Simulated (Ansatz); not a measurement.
## Ionic part of the dielectric constant of CaF2 at 8 GPa, mode by mode

Theory: DFT PBE, scalar-relativistic, plane waves, PAW (Ansatz). Plane waves to 420 eV; Γ-centred k mesh 8×8×8; fixed occupations. No spin polarisation. Phonons by linear response, acoustic sum rule imposed.

Symmetry: Fm-3m, No. 225, cubic system. The conventional cell has a = 5.357 Å, b = 5.357 Å, c = 5.357 Å, α = 90.00°, β = 90.00°, γ = 90.00°. Ca (site symmetry m-3m) is surrounded by 8 F at 2.32 Å. Around F (site symmetry -43m) lie 4 Ca at 2.32 Å.

At this pressure the crystal is close to a known change of phase.

The primitive cell has V = 38.43 Å³ and ε∞,zz = 2.320. Each polar mode adds Δε = (4.92064×10⁷/V)·S/ν² along z, with S its oscillator strength in e²/amu, ν in cm⁻¹ and V in Å³.

**Question.** From these modes, find each Δε and ε0,zz.
| ν (cm⁻¹) | S_zz (e²/amu) |
| --- | --- |
| 284.8 | 0.2911 |

**Answer.**
```
ν (cm⁻¹)    Δε
   284.8  4.60
```

The sum is 4.595, so ε0,zz = 6.92; the run's tensor has 6.92.

**Question.** Where do the longitudinal modes lie for a wave vector along z?

**Answer.** At 492 cm⁻¹. The Lyddane–Sachs–Teller product Π(ν_LO/ν_TO)² = 2.98 matches ε0/ε∞ = 2.98.

Cost: 1 run of about 0.54 core-minutes, on AMD EPYC 7R43 (Zen 3) (shared hosts).

The lattice supplies most of the static response, 4.60 of 6.92, and all of it comes from one threefold-degenerate polar mode in which the Ca sublattice moves against both F sublattices. The other optical vibration, F against F, is Raman-active and carries no dipole. In so ionic a crystal, the displaced ions carry large effective charges, while the wide gap keeps the electronic screening weak. The macroscopic field therefore stiffens the longitudinal vibration strongly, from 284.8 to 492 cm⁻¹. The Lyddane–Sachs–Teller match shows internal consistency but is no independent test of accuracy, since both sides rest on the same charges and force constants.

The electronic part, 2.320, lies above the measured ambient-pressure value for fluorite. Compression may add a little, but the main cause is probably the tendency of PBE to make the electrons too polarisable. The real, fairly high transverse frequency gives no sign of a ferroelectric instability, but it cannot locate a reconstructive transition, which depends on the relative enthalpies of the two phases.
